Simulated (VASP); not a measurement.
# CuI (F-43m) in VASP: a series of runs

One crystal, CuI, is run at these levels: PBE; tasks: single point, relaxation of cell and atoms.

Program: VASP 6.6.1. These are calculated values, not measurements. Logs are shortened: lines on timing, memory, paths and dates and some standing lists are left out, and cuts for length are marked.

## (1) The crystal as given

Symmetry: F-43m, No. 216, cubic system. The conventional cell has a = 6.078 Å, b = 6.078 Å, c = 6.078 Å, α = 90.00°, β = 90.00°, γ = 90.00°. Around Cu (site symmetry -43m) lie 4 I at 2.63 Å. Around I (site symmetry -43m) lie 4 Cu at 2.63 Å.

## (2) Single point, PBE

The input, INCAR:

```
SYSTEM = CuI
  PREC = Accurate
  ENCUT = 520
  EDIFF = 1E-6
  ISMEAR = 0
  SIGMA = 0.02
  LREAL = .FALSE.
  LASPH = .TRUE.
  NELM = 100
  ALGO = Normal
  ISIF = 2
  LWAVE = .FALSE.
  LCHARG = .TRUE.
  GGA = PE
  LELF = .TRUE.
  LVHAR = .TRUE.
  NBANDS = 16
```

The input, KPOINTS:

```
regular mesh
0
G
  8 8 8
  0 0 0
```

The input, POSCAR:

```
CuI
1.0
    0.0000000000      3.0390034181      3.0390034181
    3.0390034181      0.0000000000      3.0390034181
    3.0390034181      3.0390034181      0.0000000000
Cu I
1 1
Direct
    0.7500000000      0.7500000000      0.7500000000
    0.0000000000      0.0000000000      0.0000000000
```

Potentials or basis: VASP PAW PBE potentials, release 64 (Cu, I).

On the command line:

```
$ cat potpaw_PBE.64/Cu/POTCAR potpaw_PBE.64/I/POTCAR > POTCAR
$ mpirun -np 1 vasp_std > vasp.out
```

OUTCAR:

```text
SYSTEM = CuI
   PREC = Accurate
   ENCUT = 520
   EDIFF = 1E-6
   ISMEAR = 0
   LREAL = .FALSE.
   LASPH = .TRUE.
   NELM = 100
   ISIF = 2
   GGA = PE

 ion  position               nearest neighbor table
   1  0.750  0.750  0.750-   2 2.63   2 2.63   2 2.63   2 2.63
   2  0.000  0.000  0.000-   1 2.63   1 2.63   1 2.63   1 2.63

  LATTYP: Found a face centered cubic cell.
 ALAT       =     6.0780068362

  Lattice vectors:

 A1 = (   0.0000000000,   3.0390034181,   3.0390034181)
 A2 = (   3.0390034181,   0.0000000000,   3.0390034181)
 A3 = (   3.0390034181,   3.0390034181,   0.0000000000)

Analysis of symmetry for initial positions (statically):
=====================================================================
 Subroutine PRICEL returns:
 Original cell was already a primitive cell.

 Routine SETGRP: Setting up the symmetry group for a
 face centered cubic supercell.

 Subroutine GETGRP returns: Found 24 space group operations
 (whereof 24 operations were pure point group operations)
 out of a pool of 48 trial point group operations.

The static configuration has the point symmetry T_d .

Analysis of symmetry for dynamics (positions and initial velocities):
=====================================================================
 Subroutine PRICEL returns:
 Original cell was already a primitive cell.

 Routine SETGRP: Setting up the symmetry group for a
 face centered cubic supercell.

 Subroutine GETGRP returns: Found 24 space group operations
 (whereof 24 operations were pure point group operations)
 out of a pool of 48 trial point group operations.

The dynamic configuration has the point symmetry T_d .

 Subroutine INISYM returns: Found 24 space group operations
 (whereof 24 operations are pure point group operations),
 and found     1 'primitive' translations

----------------------------------------------------------------------------------------

                                     Primitive cell

  volume of cell :      56.1337

  direct lattice vectors                    reciprocal lattice vectors
     0.000000000  3.039003418  3.039003418    -0.164527620  0.164527620  0.164527620
     3.039003418  0.000000000  3.039003418     0.164527620 -0.164527620  0.164527620
     3.039003418  3.039003418  0.000000000     0.164527620  0.164527620 -0.164527620

  length of vectors
     4.297799850  4.297799850  4.297799850     0.284970197  0.284970197  0.284970197

  position of ions in fractional coordinates (direct lattice)
     0.750000000  0.750000000  0.750000000
     0.000000000  0.000000000  0.000000000

  ion indices of the primitive-cell ions
   primitive index   ion index
                 1           1
                 2           2

----------------------------------------------------------------------------------------

 KPOINTS: regular mesh

Automatic generation of k-mesh.
 Grid dimensions read from file:
 generate k-points for:    8    8    8

 Generating k-lattice:

  Cartesian coordinates                     Fractional coordinates (reciprocal lattice)
    -0.020565953  0.020565953  0.020565953     0.125000000  0.000000000  0.000000000
     0.020565953 -0.020565953  0.020565953     0.000000000  0.125000000  0.000000000
     0.020565953  0.020565953 -0.020565953     0.000000000  0.000000000  0.125000000

  Length of vectors
     0.035621275  0.035621275  0.035621275

  Shift w.r.t. Gamma in fractional coordinates (k-lattice)
     0.000000000  0.000000000  0.000000000

 Subroutine IBZKPT returns following result:
 ===========================================

 Found     29 irreducible k-points:

 Following reciprocal coordinates:
            Coordinates               Weight
  0.000000  0.000000  0.000000      1.000000
  0.125000  0.000000  0.000000      8.000000
  0.250000  0.000000  0.000000      8.000000
  0.375000  0.000000  0.000000      8.000000
  0.500000  0.000000  0.000000      4.000000
  0.125000  0.125000  0.000000      6.000000
[... 16 lines left out ...]
  0.500000  0.250000  0.125000     48.000000
 -0.375000  0.250000  0.125000     24.000000
 [... further k-points ...]
   k-points           NKPTS =     29   k-points in BZ     NKDIM =     29   number of bands    NBANDS=     16
   number of dos      NEDOS =    301   number of ions     NIONS =      2
   total plane-waves  NPLWV =  32768
   dimension x,y,z NGX =    32 NGY =   32 NGZ =   32
   dimension x,y,z NGXF=    64 NGYF=   64 NGZF=   64
   ions per type =               1   1
   NGX,Y,Z   is equivalent  to a cutoff of  12.38, 12.38, 12.38 a.u.
   NGXF,Y,Z  is equivalent  to a cutoff of  24.76, 24.76, 24.76 a.u.
 SYSTEM =  CuI
   PREC   = accura    normal or accurate (medium, high low for compatibility)
   ISTART =      0    job   : 0-new  1-cont  2-samecut
   ICHARG =      2    charge: 1-file 2-atom 10-const
   ISPIN  =      1    spin polarized calculation?
   LNONCOLLINEAR =      F non collinear calculations
   LSORBIT =      F    spin-orbit coupling
   LASPH  =      T    aspherical Exc in radial PAW
   ENCUT  =  520.0 eV  38.22 Ry    6.18 a.u.   7.99  7.99  7.99*2*pi/ulx,y,z
   NELM   =    100;   NELMIN=  2; NELMDL= -5     # of ELM steps
   EDIFF  = 0.1E-05   stopping-criterion for ELM
   LREAL  =      F    real-space projection
   EDIFFG = 0.1E-04   stopping-criterion for IOM
   NSW    =      0    number of steps for IOM
   IBRION =     -1    ionic relax: 0-MD 1-quasi-New 2-CG
   NFREE  =      0    steps in history (QN), initial steepest desc. (CG)
   ISIF   =      2    stress and relaxation
   ISYM   =      2    0-nonsym 1-usesym 2-fastsym
   POTIM  = 0.5000    time-step for ionic-motion
   TEBEG  =    0.0;   TEEND  =   0.0 temperature during run
   PSTRESS=    0.0 pullay stress
   NELECT =      18.0000    total number of electrons
   NUPDOWN=      -1.0000    fix difference up-down
   EMIN   =  10.00;   EMAX   =-10.00  energy-range for DOS
   EFERMI =   0.00;   METHOD = LEGACY
   ISMEAR =     0;   SIGMA  =   0.02  broadening in eV -4-tet -1-fermi 0-gaus
   EFERMI_NEDOS =   21; number of points for ismear=-14 and -15
   IALGO  =     38    algorithm
   IMIX   =      4    mixing-type and parameters
     AMIX     =   0.40;   BMIX     =  1.00
     AMIX_MAG =   1.60;   BMIX_MAG =  1.00
  volume/ion in A,a.u.               =      28.07       189.40
  Fermi-wavevector in a.u.,A,eV,Ry     =   1.120533  2.117499 17.083383  1.255593
  Thomas-Fermi vector in A             =   2.257180
   LORBIT       =      0    0 simple, 1 ext, 2 COOP (PROOUT), +10 PAW based schemes
   GGA     = PE    functional components
   LHFCALC =     F    Hartree Fock is set to
   AEXX    =    0.0000 exact exchange contribution
   IVDW    =     0    specifies the selected vdW correction
   LEPSILON=     F    determine dielectric tensor
   LRPA    =     F    only Hartree local field effects (RPA)
 non-spin polarized calculation
 Gauss-broadening in eV      SIGMA  =   0.02
  energy-cutoff  :      520.00
  volume of cell :       56.13
 maximum number of plane-waves:      1540
   NGX = 15   NGY = 15   NGZ = 15

 number of electron      18.0000012 magnetization

 Free energy of the ion-electron system (eV)
  ---------------------------------------------------
  ext. energy  EPLUGINS =         0.00000000
  ---------------------------------------------------
  free energy    TOTEN  =        -5.56257144 eV

  energy without entropy =       -5.56257144  energy(sigma->0) =       -5.56257144

 E-fermi :   4.4646     XC(G=0):  -8.9033

 val. band max:        4.3487206106   @ k =   0.0000   0.0000   0.0000
 cond. band min:       5.4738345845   @ k =   0.0000   0.0000   0.0000
 fundamental gap:      1.1251139740
 Fermi energy:         4.4646427648

 k-point     1 :       0.0000    0.0000    0.0000
  band No.  band energies     occupation
      1      -9.6203      2.00000
      2       0.7442      2.00000
      3       0.7442      2.00000
      4       0.7442      2.00000
      5       2.5267      2.00000
      6       2.5267      2.00000
[... 8 lines left out ...]
     15      13.9147      0.00000
     16      13.9147      0.00000

 k-point     2 :       0.1250    0.0000    0.0000
  band No.  band energies     occupation
      1      -9.5492      2.00000
      2       0.4492      2.00000
      3       0.7496      2.00000
      4       0.7496      2.00000
      5       2.5207      2.00000
      6       2.5207      2.00000
[... 8 lines left out ...]
     15      13.2660      0.00000
     16      13.2720      0.00000

 k-point     3 :       0.2500    0.0000    0.0000
  band No.  band energies     occupation
      1      -9.3672      2.00000
      2      -0.2473      2.00000
      3       0.7596      2.00000
      4       0.7596      2.00000
      5       2.5179      2.00000
      6       2.5179      2.00000
[... 8 lines left out ...]
     15      13.0655      0.00000
     16      13.2702      0.00000

 k-point     4 :       0.3750    0.0000    0.0000
  band No.  band energies     occupation
      1      -9.1679      2.00000
      2      -0.9155      2.00000
      3       0.7649      2.00000
      4       0.7649      2.00000
      5       2.5372      2.00000
      6       2.5372      2.00000
[... 8 lines left out ...]
     15      13.9726      0.00000
     16      13.9726      0.00000

 k-point     5 :       0.5000    0.0000    0.0000
  band No.  band energies     occupation
      1      -9.0793      2.00000
      2      -1.1854      2.00000
      3       0.7655      2.00000
      4       0.7655      2.00000
      5       2.5542      2.00000
      6       2.5542      2.00000
[... 8 lines left out ...]
     15      15.1996      0.00000
     16      15.1996      0.00000

 k-point     6 :       0.1250    0.1250    0.0000
  band No.  band energies     occupation
      1      -9.5254      2.00000
      2       0.4121      2.00000
      3       0.7273      2.00000
      4       0.7273      2.00000
      5       2.4958      2.00000
      6       2.5392      2.00000
[... 8 lines left out ...]
     15      13.6847      0.00000
     16      14.0686      0.00000

 k-point     7 :       0.2500    0.1250    0.0000
  band No.  band energies     occupation
      1      -9.3799      2.00000
      2      -0.0869      2.00000
      3       0.7095      2.00000
      4       0.7192      2.00000
      5       2.4742      2.00000
      6       2.5484      2.00000
[... 8 lines left out ...]
     15      13.9391      0.00000
     16      14.4454      0.00000

 k-point     8 :       0.3750    0.1250    0.0000
  band No.  band energies     occupation
      1      -9.1839      2.00000
      2      -0.7018      2.00000
      3       0.6450      2.00000
      4       0.7266      2.00000
      5       2.4873      2.00000
      6       2.5600      2.00000
[... 8 lines left out ...]
     15      14.1361      0.00000
     16      14.5539      0.00000

 k-point     9 :       0.5000    0.1250    0.0000
  band No.  band energies     occupation
      1      -9.0545      2.00000
      2      -1.0676      2.00000
      3       0.5624      2.00000
      4       0.7471      2.00000
      5       2.5118      2.00000
      6       2.5573      2.00000
[... 8 lines left out ...]
     15      14.7817      0.00000
     16      15.2196      0.00000
[... 172 lines left out ...]
 k-point    19 :       0.5000    0.3750    0.0000
  band No.  band energies     occupation
      1      -8.9251      2.00000
      2      -1.0385      2.00000
      3       0.4369      2.00000
      4       0.6532      2.00000
      5       2.4517      2.00000
      6       2.5923      2.00000
[... 8 lines left out ...]
     15      15.5549      0.00000
     16      16.4982      0.00000

 k-point    20 :      -0.3750    0.3750    0.0000
  band No.  band energies     occupation
      1      -8.9097      2.00000
      2      -0.8673      2.00000
      3      -0.0079      2.00000
      4       0.6932      2.00000
      5       2.4041      2.00000
      6       2.5519      2.00000
[... 8 lines left out ...]
     15      14.3337      0.00000
     16      17.6005      0.00000

 k-point    21 :       0.5000    0.5000    0.0000
  band No.  band energies     occupation
      1      -8.8960      2.00000
      2      -1.1714      2.00000
      3       0.6326      2.00000
      4       0.6326      2.00000
      5       2.5039      2.00000
      6       2.5830      2.00000
[... 8 lines left out ...]
     15      15.6022      0.00000
     16      16.3430      0.00000

 k-point    22 :       0.3750    0.2500    0.1250
  band No.  band energies     occupation
      1      -9.2261      2.00000
      2      -0.4474      2.00000
      3       0.5278      2.00000
      4       0.7437      2.00000
      5       2.4589      2.00000
      6       2.5633      2.00000
[... 8 lines left out ...]
     15      14.6026      0.00000
     16      15.6477      0.00000

 k-point    23 :       0.5000    0.2500    0.1250
  band No.  band energies     occupation
      1      -9.0608      2.00000
      2      -0.7850      2.00000
      3       0.3053      2.00000
      4       0.7289      2.00000
      5       2.4814      2.00000
      6       2.5419      2.00000
[... 8 lines left out ...]
     15      14.9726      0.00000
     16      15.8066      0.00000

 k-point    24 :      -0.3750    0.2500    0.1250
  band No.  band energies     occupation
      1      -8.9884      2.00000
      2      -0.9283      2.00000
      3       0.2086      2.00000
      4       0.7157      2.00000
      5       2.4641      2.00000
      6       2.5380      2.00000
[... 8 lines left out ...]
     15      15.0813      0.00000
     16      15.6304      0.00000

 [... further k-points ...]
[... 5 lines left out ...]
  --------------------------------------------------------------------------------------
  -------------------------------------------------------------------------------------
  Total        0.1302576      0.1302576      0.1302576     -0.0000000      0.0000000     -0.0000000
  in kB        3.7178338      3.7178338      3.7178338     -0.0000000      0.0000000     -0.0000000
  external PRESSURE =       3.7178338 kB  Pullay stress =       0.0000000 kB

 VOLUME and BASIS-vectors are now :
 -----------------------------------------------------------------------------
  energy-cutoff  :      520.00
  volume of cell :       56.13
      direct lattice vectors                 reciprocal lattice vectors
     0.000000000  3.039003418  3.039003418    -0.164527620  0.164527620  0.164527620
     3.039003418  0.000000000  3.039003418     0.164527620 -0.164527620  0.164527620
     3.039003418  3.039003418  0.000000000     0.164527620  0.164527620 -0.164527620

 POSITION                                       TOTAL-FORCE (eV/Angst)
 -----------------------------------------------------------------------------------
      4.55851      4.55851      4.55851         0.000000      0.000000     -0.000000
      0.00000      0.00000      0.00000        -0.000000     -0.000000      0.000000
 -----------------------------------------------------------------------------------
    total drift:                               -0.000001     -0.000001     -0.000001

  FREE ENERGIE OF THE ION-ELECTRON SYSTEM (eV)
  ---------------------------------------------------
  free  energy   TOTEN  =        -5.5625714430 eV

  energy  without entropy=       -5.5625714430  energy(sigma->0) =       -5.56257144
```

Wall time 11 s (1 thread of Intel Xeon Platinum 8488C (Sapphire Rapids), shared host); peak memory 0.18 GiB.

Results:

```yaml
Free_energy: -5.5626 eV
Pressure: 0.4 GPa
Band_gap_on_the_k_mesh: 1.13 eV, direct
```

Caveat: spin-orbit coupling is left out, which moves the levels of the heavy elements.

## (3) Relaxation of cell and atoms, PBE

This run uses another cell than the first one, of 27.86 Å³/atom, 0.993 times its volume.

The input, INCAR:

```
ALGO = Normal
EDIFF = 1E-6
EDIFFG = -0.02
ENCUT = 600
GGA = PE
IBRION = 2
ISIF = 3
ISMEAR = 0
LASPH = T
LCHARG = F
LREAL = F
LWAVE = F
NELM = 100
NSW = 70
PREC = Accurate
SIGMA = 0.02
```

The input, KPOINTS:

```
k-points
0
Gamma
  8 8 8
```

The input, POSCAR:

```
CuI
1.0
    0.0000000000      3.0315000000      3.0315000000
    3.0315000000      0.0000000000      3.0315000000
    3.0315000000      3.0315000000      0.0000000000
Cu I
1 1
Direct
    0.7500000000      0.7500000000      0.7500000000
    0.0000000000      0.0000000000      0.0000000000
```

Potentials or basis: VASP PAW PBE potentials, release 64 (Cu, I).

On the command line:

```
$ cat potpaw_PBE.64/Cu/POTCAR potpaw_PBE.64/I/POTCAR > POTCAR
$ mpirun -np 1 vasp_std > vasp.out
```

Run time: 30 s. Hardware: 1 thread of Intel Xeon Platinum 8488C (Sapphire Rapids), shared host; peak memory 0.22 GiB.

The run converged. Its results:

```
Free energy                            : -5.5626 eV
Relaxed volume                         : 28.09 Å³/atom
Relaxed cell                           : a = 4.299 Å, b = 4.299 Å, c = 4.299 Å, α = 60.00°, β = 60.00°, γ = 60.00°
Space group after relaxing (to 0.05 Å) : F-43m (No. 216)
Energy gained by relaxing              : 0.3 meV/atom
Ionic steps                            : 2
Pressure after relaxing                : 0.1 GPa
Band gap on the k mesh                 : 1.12 eV, direct
```

Step by step:
```csv
step,energy change (eV),largest force (eV/Å),pressure (GPa),volume (Å³)
1,0.0000,0.0000,0.33,55.72
2,-0.0006,0.0000,0.05,56.18
```

Final structure:
```yaml
crystal:
  lattice:
    - [0.00000, 3.03988, 3.03988]
    - [3.03988, 0.00000, 3.03988]
    - [3.03988, 3.03988, 0.00000]
  atoms:
    - { symbol: Cu, position: [0.75000, 0.75000, 0.75000] }
    - { symbol: I, position: [0.00000, 0.00000, 0.00000] }
```

Levels at points of the mesh, in eV from the valence-band top:
| k point | band 6 | band 7 | band 8 | band 9 | band 10 | band 11 | band 12 | band 13 |
| --- | --- | --- | --- | --- | --- | --- | --- | --- |
| (0.00, 0.00, 0.00) | -1.82 | 0.00 | 0.00 | 0.00 | 1.12 | 4.88 | 4.88 | 4.88 |
| (0.50, 0.00, 0.00) | -1.79 | -1.75 | -0.69 | -0.69 | 2.15 | 5.41 | 5.41 | 7.39 |
| (0.50, 0.50, 0.00) | -1.76 | -1.73 | -1.47 | -1.47 | 2.73 | 2.91 | 9.13 | 9.71 |

Caveat: spin-orbit coupling is left out, which moves the levels of the heavy elements. A hybrid or GW would open this gap; PBE tends to underestimate it.

## (4) Single point, PBE, collinear spin, typed start

This run uses another cell than the first one, of 27.86 Å³/atom, 0.993 times its volume.

The input, INCAR:

```
SYSTEM = CuI
  ALGO = Normal
  EDIFF = 1E-7
  ENCUT = 520
  GGA = PE
  ISIF = 2
  ISMEAR = 0
  ISPIN = 2
  LASPH = .TRUE.
  LCHARG = .FALSE.
  LMAXMIX = 4
  LORBIT = 11
  LREAL = .FALSE.
  LWAVE = .FALSE.
  MAGMOM = 1 0
  NBANDS = 20
  NELM = 150
  PREC = Accurate
  SIGMA = 0.1
```

The input, KPOINTS:

```
k-points
0
G
  6 6 6
  0 0 0
```

POSCAR is that of step 3.

On the command line:

```
$ cat potpaw_PBE.64/Cu/POTCAR potpaw_PBE.64/I/POTCAR > POTCAR
$ mpirun -np 1 vasp_std > vasp.out
```

Run time: 25 s. Hardware: 1 thread of Intel Xeon Platinum 8488C (Sapphire Rapids), shared host; peak memory 0.21 GiB.

Results (log left out):

```
Free energy                                           : -5.5598 eV
Pressure                                              : 0.4 GPa
Band gap on the k mesh                                : 1.14 eV, direct
Net moment                                            : 0.00 μB per cell
Valence electrons inside the program's atomic spheres : Cu 9.92; I 4.31
```

Levels at points of the mesh, in eV from the valence-band top:
Spin up:
```
           k point  band 5  band 6  band 7  band 8  band 9  band 10  band 11  band 12  band 13  band 14
(0.00, 0.00, 0.00)   -1.85   -1.85    0.00    0.00    0.00     1.14     4.87     4.87     4.87     8.18
(0.50, 0.00, 0.00)   -1.82   -1.82   -1.78   -0.71   -0.71     2.16     5.41     5.41     7.40     9.12
(0.50, 0.50, 0.00)   -1.88   -1.79   -1.76   -1.50   -1.50     2.72     2.91     9.19     9.76     9.76
```
Spin down:
| k point | band 7 | band 8 | band 9 | band 10 | band 11 | band 12 |
| --- | --- | --- | --- | --- | --- | --- |
| (0.00, 0.00, 0.00) | 0.00 | 0.00 | 0.00 | 1.14 | 4.87 | 4.87 |
| (0.50, 0.00, 0.00) | -1.78 | -0.71 | -0.71 | 2.16 | 5.41 | 5.41 |
| (0.50, 0.50, 0.00) | -1.76 | -1.50 | -1.50 | 2.72 | 2.91 | 9.19 |

Caveat: spin-orbit coupling is left out, which moves the levels of the heavy elements.

(Part 1 of 2 ends here.)
